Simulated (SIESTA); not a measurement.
Bi2Se3 (Paraguanajuatite):

```
Bi Se
1.0
     2.07150    1.19598    9.54533
    -2.07150    1.19598    9.54533
     0.00000   -2.39196    9.54533
Bi Se
2 3
Direct
  0.59920 0.59920 0.59920
  0.40080 0.40080 0.40080
  0.78830 0.78830 0.78830
  0.21170 0.21170 0.21170
  0.00000 0.00000 0.00000
```

Base run:

```yaml
Program: SIESTA 5.4.2
Functional: PBE
Potentials_or_basis: PseudoDojo 0.4 standard (PBE files)
Basis: DZP (energy shift 0.003 Ry; two zetas on semicore shells)
Grid_cutoff: 500 Ry
Energy_shift: 0.003 Ry
k_mesh: 8 × 8 × 8
Occupations: fermi-dirac, width 0.05 eV
Spin: no spin polarisation
```

Its results: band gap on the k mesh 0.23 eV, direct; pressure 4.3 GPa; largest force 0.484 eV/Å.

Task: The run is repeated on the same cell with these changes: basis from DZP (energy shift 0.003 Ry; two zetas on semicore shells) to SZ (energy shift 0.002 Ry); energy shift from 0.003 Ry to 0.002 Ry. What comes out?

Result: Band gap on the k mesh 0.13 eV, direct; pressure 9.6 GPa; largest force 1.471 eV/Å.

Caveats: spin-orbit coupling is left out, which as a rule narrows the gap of such compounds by several tenths of an eV; the basis of atomic orbitals isn't converged, which shifts pressures, moduli and gaps; the basis has no polarisation orbitals (some runs); forces of over 1 eV/Å show positions far from the minimum, so gaps and moduli don't describe the material at rest (some runs).

Not every run made on this cell is shown here.
